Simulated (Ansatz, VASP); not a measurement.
## One calculation of Ge, two programs

```
Ge
1.0
     1.40946   -2.62343    0.00000
     1.40946    2.62343    0.00000
     0.00000    0.00000    2.72201
Ge
1
Direct
  0.50000 0.50000 0.00000
```

This isn't the form of Ge at room conditions, which is diamond.

Alike in both runs: task single point; functional r2SCAN; dispersion D3(BJ); k mesh 9 × 9 × 9; no spin polarisation.

```csv
,VASP,Ansatz
version,VASP 6.6.1,Ansatz 0.2.0
potentials or method,"VASP PAW PBE potentials, release 64 (Ge_d)","plane waves, PAW"
plane-wave cutoff (eV),520,630
occupations,"methfessel-paxton of order 1, width 0.3 eV","cold, width 0.3 eV"
valence electrons in the cell,14,14
```

```csv
,VASP,Ansatz,Ansatz less VASP
gap on the k mesh at the Fermi level (eV),none,none,-
dispersion energy (meV/atom),-155.2,-155.2,-0.09
```

A gap of «none» marks a metal or a gap that the smearing closes. Ansatz warned: «dispersion_damping_borrowed».
